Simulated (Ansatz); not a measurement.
# Yb (fcc type): the cost of one run

Computed with Ansatz 0.2.0 (DFT, PBE, all-electron LAPW, scalar-relativistic, unless a step's input says otherwise).

## Step 1: The starting structure

Symmetry: Fm-3m, No. 225, cubic system. The conventional cell has a = 5.237 Å, b = 5.237 Å, c = 5.237 Å, α = 90.00°, β = 90.00°, γ = 90.00°. Around Yb (site symmetry m-3m) lie 12 Yb at 3.70 Å.

Structure file:

```cif
data_structure
_symmetry_space_group_name_H-M 'P 1'
_symmetry_Int_Tables_number 1
_cell_length_a 3.7032
_cell_length_b 3.7032
_cell_length_c 3.7032
_cell_angle_alpha 60.000
_cell_angle_beta 60.000
_cell_angle_gamma 60.000
_cell_volume 35.91
loop_
_atom_site_label
_atom_site_type_symbol
_atom_site_fract_x
_atom_site_fract_y
_atom_site_fract_z
_atom_site_occupancy
Yb1 Yb 0.00000 0.00000 0.00000 1
```

## Step 2: Fcc relaxed under pressure, LAPW

Input file input.yaml:

```yaml
crystal:
  lattice:
    - [0.0, 2.6185311192, 2.6185311192]
    - [2.6185311192, 0.0, 2.6185311192]
    - [2.6185311192, 2.6185311192, 0.0]
  atoms:
    - { symbol: Yb, position: [0.0, 0.0, 0.0] }
kpoints:
  mp_grid: { grid: [13, 13, 13] }
scf:
  occupations: { method: fermi_dirac, width: 0.05 }
hamiltonian:
  xc: pbe
  pseudopotentials: { kind: all_electron, lapw: { basis_error: 0.0005 } }
output:
  forces: true
  stress: true
  eigenvalues: true
relax:
  f_tol: 0.005
  max_steps: 12
  cell: { p_target: -0.14, stress_tol: 0.03 }
```

Command:

```console
> ansatz run input.yaml --threads 2 --pin off --max-ram 7168MiB --backend cpu --events-out ev --progress --plain --runs-dir out
```

**Question.** How long does this run take on 2 threads of Arm Neoverse V2, shared host, and how much memory does it need?

About 12 s, with a peak of 0.34 GiB.
